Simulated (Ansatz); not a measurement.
# CoSi2 (Fm-3m) in Ansatz: notebook

Aim: see how the results for CoSi2 move with the level of theory and the settings. Levels: PBE+D3(BJ), PBE+D4. Tasks: relaxation of cell and atoms.

All numbers are computed with Ansatz 0.2.0; they aren't measurements. Logs are shortened: lines on timing, memory, paths and dates and some standing lists are left out, and cuts for length are marked.

### 1 The crystal as given

The structure is cubic, space group Fm-3m (No. 225). The conventional cell has a = 5.356 Å, b = 5.356 Å, c = 5.356 Å, α = 90.00°, β = 90.00°, γ = 90.00°. Co (site symmetry m-3m) is surrounded by 8 Si at 2.32 Å. Si (site symmetry -43m) has 4 Co at 2.32 Å as nearest neighbours.

### 2 Relaxation of cell and atoms, PBE+D3(BJ), collinear spin, ferromagnetic start

Input file input.yaml:

```yaml
crystal:
  lattice:
    - [0.0, 2.678, 2.678]
    - [2.678, 0.0, 2.678]
    - [2.678, 2.678, 0.0]
  atoms:
    - { symbol: Co, position: [0.0, 0.0, 0.0], spin: 2.0 }
    - { symbol: Si, position: [0.75, 0.75, 0.75] }
    - { symbol: Si, position: [0.25, 0.25, 0.25] }
hamiltonian:
  xc: pbe
  pseudopotentials: { kind: paw }
  dispersion: d3bj
magnetization:
  spin_polarized: true
kpoints:
  mp_grid: { grid: [9, 9, 9] }
scf:
  occupations: { method: fermi_dirac, width: 0.05 }
output:
  forces: true
  stress: true
relax:
  f_tol: 0.01
  max_steps: 40
  cell: { stress_tol: 0.05 }
```

Potentials or basis: Ansatz PAW.

On the command line:

```bash
$ ansatz run input.yaml --threads 2 --pin off --max-ram 5632MiB --backend cpu --events-out ev --progress --plain --runs-dir out
```

Log:

```text
Warning: RAYON_NUM_THREADS=2 ignored (pool sized by the plan → 2); use --threads N
Engine: ansatz 0.2.0, x86_64-unknown-linux-gnu
Pseudopotentials: kind: paw
Pseudopotential: Co, paw, valence charge 17, recommended cutoff 420 eV (normal), Co.paw.azcp
Pseudopotential: Si, paw, valence charge 4, recommended cutoff 420 eV (normal), Si.paw.azcp
Functional definition: PBE
  parameter kappa = 0.804
  parameter beta = 0.06672455060314922
  exchange = pbe_x(kappa = kappa, mu = beta*pi^2/3)
  correlation = pbe_c(beta = beta)
Crystal: 3 atoms, lattice volume = 38.412 Å³
Basis set: ecut = 420 eV, 749 PW (Γ), exchange–correlation on 54×54×54 points (8 copies of the dense FFT grid, shifted against one another)
Bands: 18, of which v1, the nominal top of the filled ones, is band 13 counted from 1 (12 counted from 0)
Symmetry: 48 space group operations
Space group: Fm-3m (ITA 225), of the structure as read, at distance tolerance 3.4e-5 Å
Magnetic group: BNS 225.116 (UNI 1618), of the structure as read, at distance tolerance 3.4e-5 Å
k-points: 35 of 729
Non-local potential: Co, projectors of the file, l = 0: 3, l = 1: 2, l = 2: 3, l = 3: 1
Non-local potential: Si, projectors of the file, l = 0: 2, l = 1: 2, l = 2: 2
PAW form: soft (Blöchl's): semilocal exchange-correlation on the pseudo side does not see the compensation charge
PAW one-centre angular grid: Co, 590 points (default); XC on 64 Gauss nodes
PAW one-centre angular grid: Si, 110 points (default); XC on 64 Gauss nodes
Initial density: superposition of atomic densities (chi_scale 0.1, normalization cell)
Starting moments: Σ|m| = 2 μB on 1 of 3 sites
Initial wavefunctions: pseudopotential atomic-orbital guess
Functional: x = pbe(κ = 0.804, μ = 0.2195149727645171), c = pbe(β = 0.06672455060314922)
SCF iter   1: F=—  HF=-6398.145481 eV  |F-HF|=—  |Δ(HF+E_count)|=         —  Δρ=9.32e-2 (↑9.32e-2 ↓3.79e-2)  dr2=1.55e0  dr2_m=1.18e0  M=0.758 μB ∫|m|=1.420 μB  β_m=0.30  ethr=3.10e-3  ⟨swp⟩=5.7  Hψ=6237  notcnv=0
Mixer restart at iter 1: flushing history
preconditioner: auto → Kerker (q_TF=auto, 2.540 Å⁻¹)  [metal: Δε(μ)=0.031 eV  Ē_g=8.934 eV  σ=0.050 eV  W_gap=0.15  n_scr=14 (ndim 8)  ℏωp=24.7 eV  f_vac=0.000  D(μ)=2.53/eV (n_scr^D=26)]
spin=Collinear: Kerker preconditioning applied to the charge; magnetization (m = ρ↑ − ρ↓) channel mixes plain (no charge-response kernel on spin).
SCF iter   2: F=—  HF=-6397.938732 eV  |F-HF|=—  |Δ(HF+E_count)|=   2.07e-1  Δρ=6.34e-2 (↑4.53e-2 ↓6.34e-2)  dr2=8.85e-1  dr2_m=9.16e-1  M=0.686 μB ∫|m|=1.214 μB  β_m=0.50  ethr=3.10e-3  ⟨swp⟩=2.4  Hψ=2640  notcnv=0  defer=44
SCF iter   3: F=—  HF=-6399.319469 eV  |F-HF|=—  |Δ(HF+E_count)|=    1.38e0  Δρ=5.90e-2 (↑3.59e-2 ↓5.90e-2)  dr2=7.89e-1  dr2_m=7.25e-1  M=0.513 μB ∫|m|=0.927 μB  β_m=0.23  ethr=3.10e-3  ⟨swp⟩=2.2  Hψ=1861  notcnv=0  defer=15
SCF iter   4: F=—  HF=-6400.202429 eV  |F-HF|=—  |Δ(HF+E_count)|=   8.83e-1  Δρ=3.57e-2 (↑3.57e-2 ↓3.32e-2)  dr2=2.27e-1  dr2_m=3.82e-1  M=0.318 μB ∫|m|=0.622 μB  β_m=0.53  ethr=3.10e-3  ⟨swp⟩=2.3  Hψ=2277  notcnv=0  defer=64
SCF iter   5: F=—  HF=-6400.333546 eV  |F-HF|=—  |Δ(HF+E_count)|=         —  Δρ=2.17e-2 (↑2.17e-2 ↓1.91e-2)  dr2=4.08e-1  dr2_m=1.46e-3  M=-0.002 μB ∫|m|=0.025 μB  β_m=0.61  ethr=9.07e-4  ⟨swp⟩=3.4  Hψ=2719  notcnv=0  defer=68
Mixer restart at iter 5: flushing history
[... 70 lines left out ...]
SCF iter   9: F=-6400.520582 eV  HF=-6400.520582 eV  |F-HF|=7.28e-12  |Δ(HF+E_count)|=  9.09e-12  Δρ=7.43e-8 (↑7.43e-8 ↓7.43e-8)  dr2=6.65e-12  dr2_m=1.84e-19  M=0.000 μB ∫|m|=0.000 μB  ethr=1.00e-12  ⟨swp⟩=4.0  Hψ=4680  notcnv=0
the starting moments were not kept: the SCF closed with an absolute magnetisation of 2.8e-10 μB, where they sum to 2 μB in size (1 site). That is at most 0.1 of that sum. Measured as dr2_m measures the in/out step, that magnetisation stands 8.9e-20 eV from none, at or under the dr2_threshold of 3.0e-11 eV: it is no larger than a step whose dr2_m would equal this threshold.
SCF 5 converged in 9 iterations: F = -6400.520582 eV  dr2 = 6.65e-12
relax step   5: F+E_penalty+E_count = -6400.52058202 eV  Δ(F+E_penalty+E_count) = +4.133e-4 eV  max|allowed force component| = 8.327e-17 eV/Å  Δτ_max = 0.0000 Å  P = -0.019 GPa  Ω = 37.321 Å³  stress off target by 1.95e-2 GPa  SCF on the basis re-selected at this cell (its energy is not comparable with the rows above)  (9 SCF iters)
basis re-selected at this cell: Δ(F+E_penalty+E_count) = +4.133e-4 eV, ΔP = -0.017 GPa vs the last step (what re-selecting the basis moved, of the pressure what is left beyond the Pulay correction that the steps carried, after the strain that the cell walked since its last selection, with what the two solves' SCF thresholds leave and, on support functions, any second-order correction that the steps lacked; it is no measure of the basis error at this ecutwfc). This SCF's stress stands 1.95e-2 GPa from its target on what of the cell is left free (relax.cell.stress_tol is 5.00e-2 GPa) and its largest allowed force component is 8.33e-17 eV/Å (relax.f_tol is 1.00e-2 eV/Å): within both
SCF converged after 9 iterations
Magnetization: 0.0000 μB (12.5000 up, 12.5000 down)
Absolute magnetization: 0.0000 μB (∫|ρ↑−ρ↓|, with the PAW one-centre terms)
Spin contamination: 0.0000 ħ² per cell (⟨S²⟩ above its minimum at these occupations)
Per-site moments (μB) at R_I (Å): [(1.55557222100424e-10, 0.9475330582695043), (-2.661488884425912e-11, 0.9475330582695043), (-2.6614843965792386e-11, 0.9475330582695045)]
Free energy (F): -6400.520582 eV
Harris-Foulkes:  -6400.520582 eV  (|F-HF|=7.28e-12)
Internal energy: -6400.510494 eV  (E = F + TS)
E sigma→0 (E₀):  -6400.515538 eV
Entropy (-TS):   -0.010088 eV (-3.363 meV/atom)
Fermi energy:    13.324468 eV
--- Per-component energies (eV) ---
  E_band       = -274.266265
  E_kinetic    = 550.019891
  E_local      = -4063.373047  (includes V_loc(G=0)·N_el)
  E_nonlocal   = 501.658871
  E_hartree    = 1770.277334
  E_xc         = -275.020402
  E_vxc        = -306.480643  (∫ρ·V_xc dr)
  E_paw        = -2541.847046  (= ΣΔE_a)
  E_vpaw       = -496.645897  (= ΣTr[D̂ρ^β])
  E_aug_tail   = 0.000109  (compensation charges beyond the density's cutoff)
  E_ewald      = -2340.859490
  E_disp       = -1.366714  (pairwise vdW)
  E_smearing   = -0.010088  (= −TS)
  E_closure    = -0.000000  (closes the sum)
  Σ components = -6400.520582   (vs F -6400.520582, Δ=0.00e0)
--- Forces (eV/Å), atoms counted from 1 ---
  atom   1  Co    -0.00000000    -0.00000000     0.00000000
  atom   2  Si    -0.00000000    -0.00000000    -0.00000000
  atom   3  Si     0.00000000     0.00000000    -0.00000000
  max |Σ_I F_I| component: 4.63e-17 eV/Å
--- Stress (GPa, compression-positive) ---
       -0.019470      -0.000000      -0.000000
       -0.000000      -0.019470      -0.000000
       -0.000000      -0.000000      -0.019470
  P = ⅓ Tr σ = -0.0195 GPa (-0.195 kbar)
--- Relaxed structure (4 steps of the walk, 4 accepted, 1 SCFs on fresh bases) ---
  F+E_penalty+E_count = -6400.52058202 eV   max|allowed force component| = 8.327e-17 eV/Å   (the final SCF, on the basis selected at the relaxed cell)
  cell:  # Å, volume = 37.3207 Å³
    - [-7.165366921259423e-35, 2.652404684887116, 2.652404684887116]
    - [2.652404684887116, -5.413832784951566e-35, 2.652404684887116]
    - [2.652404684887116, 2.652404684887116, 3.025377144531756e-35]
  atoms:
    - { symbol: Co, position: [9.936271497971762e-36, -3.7259080481271096e-35, -4.0650706913034566e-35] }
    - { symbol: Si, position: [0.7499999999999999, 0.7499999999999999, 0.7499999999999999] }
    - { symbol: Si, position: [0.25, 0.25, 0.25] }
```

Run time: 9.4 s. Hardware: 2 threads of Intel Xeon Platinum 8259CL at 2.50GHz (Skylake/Cascade Lake), shared host; peak memory 0.41 GiB.

Results:

```yaml
Free_energy: -6400.5206 eV
Relaxed_volume: 12.44 Å³/atom
Relaxed_cell: a = 3.751 Å, b = 3.751 Å, c = 3.751 Å, α = 60.00°, β = 60.00°, γ = 60.00°
Space_group_after_relaxing_to_0.05_Å: Fm-3m (No. 225)
Energy_gained_by_relaxing: 6.1 meV/atom
Ionic_steps: 5
Pressure_after_relaxing: 0.0 GPa
Net_moment: 0.00 μB per cell
Absolute_moment: 0.00 μB per cell
```

The path:
```tsv
step	energy change (eV)	largest force (eV/Å)	volume (Å³)
1	0.0000	0.0000	38.41
2	-0.0155	0.0000	37.77
3	-0.0188	0.0000	37.30
4	-0.0188	0.0000	37.32
5	-0.0184	0.0000	37.32
```

Final structure:
```xyz
3
Lattice="0.0000 2.6524 2.6524 2.6524 0.0000 2.6524 2.6524 2.6524 0.0000" Properties=species:S:1:pos:R:3 pbc="T T T"
Co    0.0000    0.0000    0.0000
Si    3.9786    3.9786    3.9786
Si    1.3262    1.3262    1.3262
```

Caveat: the starting moments collapsed, and a magnetic state may lie lower; the plane-wave basis is chosen anew once the cell has moved, so the energies of steps on either side of that aren't comparable; the starting moments weren't kept.

### 3 Relaxation of cell and atoms, PBE+D4, collinear spin, ferromagnetic start

input.yaml: that of step 2 with these lines changed.

```diff
@@ -12,3 +12,3 @@
   pseudopotentials: { kind: paw }
-  dispersion: d3bj
+  dispersion: d4
 magnetization:
@@ -22,2 +22,6 @@
   stress: true
+  write_density: true
+  write_potential: true
+  elf: true
+  volumetric_format: npy
 relax:
```

Potentials or basis: Ansatz PAW.

On the command line:

```bash
$ ansatz run input.yaml --threads 2 --pin off --max-ram 5632MiB --backend cpu --events-out ev --progress --plain --runs-dir out
```

Log:

```text
Warning: RAYON_NUM_THREADS=2 ignored (pool sized by the plan → 2); use --threads N
Engine: ansatz 0.2.0, x86_64-unknown-linux-gnu
Pseudopotentials: kind: paw
Pseudopotential: Co, paw, valence charge 17, recommended cutoff 420 eV (normal), Co.paw.azcp
Pseudopotential: Si, paw, valence charge 4, recommended cutoff 420 eV (normal), Si.paw.azcp
Functional definition: PBE
  parameter kappa = 0.804
  parameter beta = 0.06672455060314922
  exchange = pbe_x(kappa = kappa, mu = beta*pi^2/3)
  correlation = pbe_c(beta = beta)
Crystal: 3 atoms, lattice volume = 38.412 Å³
Basis set: ecut = 420 eV, 749 PW (Γ), exchange–correlation on 54×54×54 points (8 copies of the dense FFT grid, shifted against one another)
Bands: 18, of which v1, the nominal top of the filled ones, is band 13 counted from 1 (12 counted from 0)
Symmetry: 48 space group operations
Space group: Fm-3m (ITA 225), of the structure as read, at distance tolerance 3.4e-5 Å
Magnetic group: BNS 225.116 (UNI 1618), of the structure as read, at distance tolerance 3.4e-5 Å
k-points: 35 of 729
Non-local potential: Co, projectors of the file, l = 0: 3, l = 1: 2, l = 2: 3, l = 3: 1
Non-local potential: Si, projectors of the file, l = 0: 2, l = 1: 2, l = 2: 2
PAW form: soft (Blöchl's): semilocal exchange-correlation on the pseudo side does not see the compensation charge
PAW one-centre angular grid: Co, 590 points (default); XC on 64 Gauss nodes
PAW one-centre angular grid: Si, 110 points (default); XC on 64 Gauss nodes
[... 102 lines left out ...]
  E_local      = -4065.224407  (includes V_loc(G=0)·N_el)
  E_nonlocal   = 501.632688
  E_hartree    = 1770.952156
  E_xc         = -274.968504
  E_vxc        = -306.411586  (∫ρ·V_xc dr)
  E_paw        = -2541.822241  (= ΣΔE_a)
  E_vpaw       = -496.604012  (= ΣTr[D̂ρ^β])
  E_aug_tail   = 0.000112  (compensation charges beyond the density's cutoff)
  E_ewald      = -2339.594325
  E_disp       = -1.414701  (pairwise vdW)
  E_smearing   = -0.010090  (= −TS)
  E_closure    = 0.000000  (closes the sum)
  Σ components = -6400.570794   (vs F -6400.570794, Δ=0.00e0)
--- Forces (eV/Å), atoms counted from 1 ---
  atom   1  Co    -0.00000000    -0.00000000     0.00000000
  atom   2  Si    -0.00000000    -0.00000000    -0.00000000
  atom   3  Si     0.00000000     0.00000000     0.00000000
  max |Σ_I F_I| component: 1.85e-17 eV/Å
--- Stress (GPa, compression-positive) ---
       -0.015916       0.000000      -0.000000
       -0.000000      -0.015916      -0.000000
       -0.000000      -0.000000      -0.015916
  P = ⅓ Tr σ = -0.0159 GPa (-0.159 kbar)
--- Band table (eV; the first three rows and the last of 70) ---
  k-point 0 ↑: bands = ["-81.4578", "-44.7778", "-44.7778", "-44.7778", "-0.0218", "9.1235", "9.1235", "9.1235", "11.3366", "11.3366", "14.3581", "16.7630", "16.7630", "16.7630", "16.8765", "16.8765", "16.8765", "19.1080"]
  k-point 1 ↑: bands = ["-81.4578", "-44.7781", "-44.7778", "-44.7778", "0.1698", "8.6816", "9.1911", "9.1911", "11.2809", "11.2809", "14.2418", "15.1904", "15.8097", "15.8097", "17.8266", "17.8266", "18.6345", "18.6345"]
  k-point 2 ↑: bands = ["-81.4578", "-44.7790", "-44.7780", "-44.7780", "0.7376", "7.5548", "9.3610", "9.3610", "11.1952", "11.1952", "12.7733", "14.8033", "14.8033", "15.6395", "17.4822", "17.4822", "18.1903", "19.6559"]
  k-point 34 ↓: bands = ["-81.4578", "-44.7799", "-44.7795", "-44.7788", "4.5445", "5.3740", "7.3497", "7.4803", "10.7456", "11.0071", "11.4221", "11.8671", "12.6342", "16.6726", "17.3264", "18.9937", "20.6993", "22.6306"]
--- Relaxed structure (4 steps of the walk, 4 accepted, 1 SCFs on fresh bases) ---
  F+E_penalty+E_count = -6400.57079446 eV   max|allowed force component| = 1.974e-16 eV/Å   (the final SCF, on the basis selected at the relaxed cell)
  cell:  # Å, volume = 37.3812 Å³
    - [9.991543616756308e-34, 2.6538390066374085, 2.6538390066374085]
    - [2.6538390066374085, 9.474369852665125e-34, 2.6538390066374085]
    - [2.6538390066374085, 2.6538390066374085, 9.036323839588273e-34]
  atoms:
    - { symbol: Co, position: [1.266034045157467e-34, -1.4957680336278553e-34, -1.031305839546418e-34] }
    - { symbol: Si, position: [0.75, 0.75, 0.75] }
    - { symbol: Si, position: [0.25, 0.25, 0.25] }
```

rho_z.tsv:

```text
# z_ang	rho[e/angstrom^3]	rho_spin[e/angstrom^3]
# format = ansatz-planar-average/11
# lattice	0.000000000	2.653839007	2.653839007
# lattice	2.653839007	0.000000000	2.653839007
# lattice	2.653839007	2.653839007	0.000000000
# sites	3
# site	27	-0.000000000	0.000000000	-0.000000000
# site	14	3.980758510	3.980758510	3.980758510
# site	14	1.326919503	1.326919503	1.326919503
0.000000	2.091409e0	1.172300e-11
0.139004	1.914471e0	8.789898e-12
0.278007	1.496822e0	2.725173e-12
0.417011	1.055043e0	-2.106450e-12
0.556014	7.219447e-1	-4.300459e-12
0.695018	5.120740e-1	-4.664221e-12
[... 19 lines left out ...]
3.475088	1.496822e0	2.725174e-12
3.614092	1.914471e0	8.789918e-12
```

v_z.tsv:

```text
# z_ang	v_es[eV]	v_tot_up[eV]	v_tot_dn[eV]
# format = ansatz-planar-average/11
# xc	pbe
# density_cutoff_ev	1680
# datasets	Co=:simpson_from_first_knot:soft	Si=:simpson_from_first_knot:soft
# lattice	0.000000000	2.653839007	2.653839007
# lattice	2.653839007	0.000000000	2.653839007
# lattice	2.653839007	2.653839007	0.000000000
# sites	3
# site	27	-0.000000000	0.000000000	-0.000000000
# site	14	3.980758510	3.980758510	3.980758510
# site	14	1.326919503	1.326919503	1.326919503
0.000000	2.428203e-2	-1.391514e1	-1.391514e1
0.139004	-7.986806e-2	-1.392377e1	-1.392377e1
0.278007	-2.116634e-1	-1.383639e1	-1.383639e1
0.417011	-1.170666e-1	-1.345662e1	-1.345662e1
0.556014	3.078038e-1	-1.266182e1	-1.266182e1
0.695018	1.078159e0	-1.145274e1	-1.145274e1
[... 19 lines left out ...]
3.475088	-2.116634e-1	-1.383639e1	-1.383639e1
3.614092	-7.986806e-2	-1.392377e1	-1.392377e1
```

It took 11 s on 2 threads of Intel Xeon Platinum 8259CL at 2.50GHz (Skylake/Cascade Lake), shared host; peak memory 0.42 GiB.

What came out:

- Free energy: -6400.5708 eV
- Relaxed volume: 12.46 Å³/atom
- Relaxed cell: a = 3.753 Å, b = 3.753 Å, c = 3.753 Å, α = 60.00°, β = 60.00°, γ = 60.00°
- Space group after relaxing (to 0.05 Å): Fm-3m (No. 225)
- Energy gained by relaxing: 5.5 meV/atom
- Ionic steps: 5
- Pressure after relaxing: 0.0 GPa
- Band gap on the k mesh: none (metal or under the smearing width)
- Net moment: 0.00 μB per cell
- Absolute moment: 0.00 μB per cell

Step by step:
```tsv
step	energy change (eV)	largest force (eV/Å)	volume (Å³)
1	0.0000	0.0000	38.41
2	-0.0139	0.0000	37.80
3	-0.0169	0.0000	37.36
4	-0.0169	0.0000	37.38
5	-0.0165	0.0000	37.38
```

Final structure:
```
Co Si
1.0
     0.00000    2.65384    2.65384
     2.65384    0.00000    2.65384
     2.65384    2.65384    0.00000
Co Si
1 2
Direct
  0.00000 0.00000 0.00000
  0.75000 0.75000 0.75000
  0.25000 0.25000 0.25000
```

Levels at points of the mesh, in eV from the Fermi level:
Spin up:
| k point | band 11 | band 12 | band 13 | band 14 | band 15 | band 16 |
| --- | --- | --- | --- | --- | --- | --- |
| (0.00, 0.00, 0.00) | 1.06 | 3.47 | 3.47 | 3.47 | 3.58 | 3.58 |
Spin down:
```tsv
k point	band 10	band 11	band 12	band 13	band 14	band 15	band 16	band 17
(0.00, 0.00, 0.00)	-1.96	1.06	3.47	3.47	3.47	3.58	3.58	3.58
```

Caveat: the starting moments collapsed, and a magnetic state may lie lower; the plane-wave basis is chosen anew once the cell has moved, so the energies of steps on either side of that aren't comparable; pairwise dispersion overbinds metals, which lowers pressure and volume; the starting moments weren't kept.
